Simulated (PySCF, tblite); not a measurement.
**Piperidine (chair, eq and ax) (C₅H₁₁N): infrared bands and NMR shifts**

Aim: predict the infrared bands and NMR shifts of Piperidine (chair, eq and ax) (C₅H₁₁N) (`C1CCNCC1`).

The runs use tblite 0.8.0 and PySCF 2.14.0, with density-fitted response routines of our own; the level of theory stands in each step. All values are computed, except where a source is named. Atoms count from 0, in the outputs and in this text.

## (1) The starting structure

17 atoms, charge 0, multiplicity 1; geometry from: GFN2-xTB.

Bonds of the start (Å): C0–C1 1.53, C1–C2 1.53, C2–N3 1.45, N3–C4 1.45, C4–C5 1.53, C5–C0 1.53, C0–H6 1.09, C0–H7 1.09, C1–H8 1.09, C1–H9 1.09, C2–H10 1.09, C2–H11 1.09, N3–H12 1.02, C4–H13 1.09, C4–H14 1.09, C5–H15 1.09, C5–H16 1.09.

## (2) Harmonic vibrations with GFN2-xTB

The job: settings as JSON, then the geometry in Å.

```
{"job": {"kind": "ir", "xc": "GFN2-xTB", "basis": "xTB"}, "charge": 0, "multiplicity": 1}
C      1.057832    -0.717110     0.418517
C     -0.081596    -1.346840    -0.381124
C     -1.380507    -0.573246    -0.124004
N     -1.266887     0.842397    -0.423957
C     -0.182697     1.453982     0.322626
C      1.169212     0.769886     0.085563
H      0.854364    -0.832154     1.486185
H      1.999586    -1.224998     0.198107
H     -0.209610    -2.393961    -0.101626
H      0.156731    -1.308808    -1.447986
H     -1.653885    -0.661093     0.932342
H     -2.196788    -0.985101    -0.722796
H     -1.092477     0.958779    -1.419164
H     -0.131477     2.510347     0.046835
H     -0.442472     1.390126     1.384104
H      1.455323     0.888836    -0.963448
H      1.938349     1.240988     0.699916
```

**Question.** This job is followed by: GIAO PBE0/pcSseg-1 NMR shielding, non-relativistic, gas phase. What will the session give for the following? strongest single infrared mode (GFN2-xTB); zero-point energy (GFN2-xTB); 13C shifts against TMS (PBE0/pcSseg-1, means over atoms taken as alike); 1H shifts against TMS (PBE0/pcSseg-1, means over atoms taken as alike); 15N shifts against NH3 (PBE0/pcSseg-1).

As calculated:

```
                                                               quantity                        value
                              strongest single infrared mode (GFN2-xTB)        2985 cm⁻¹, 130 km/mol
                                           zero-point energy (GFN2-xTB)                98.1 kcal/mol
13C shifts against TMS (PBE0/pcSseg-1, means over atoms taken as alike)         52.1, 33.2, 29.5 ppm
 1H shifts against TMS (PBE0/pcSseg-1, means over atoms taken as alike)  2.87, 1.68, 1.29, -0.05 ppm
                                 15N shifts against NH3 (PBE0/pcSseg-1)                     60.8 ppm
```

No mode is imaginary among the 45: a minimum at this level. Unscaled tight-binding wavenumbers are off by several per cent, some by more. Its intensities can rank the bands wrongly. C2, C4 (mean) (sp3 CH2 bonded to N) lies farthest downfield among carbon, at 52.1 ppm; pulled downfield by the heteroatom. H10, H11, H13, H14 (mean) (hydrogen on an sp3 CH2 bonded to N) lies farthest downfield among hydrogen, at 2.87 ppm; its carbon carries N, hence the downfield position. At PBE0/pcSseg-1: Shielding is most anisotropic at N3 (span 74 ppm, paramagnetic term -113 ppm).
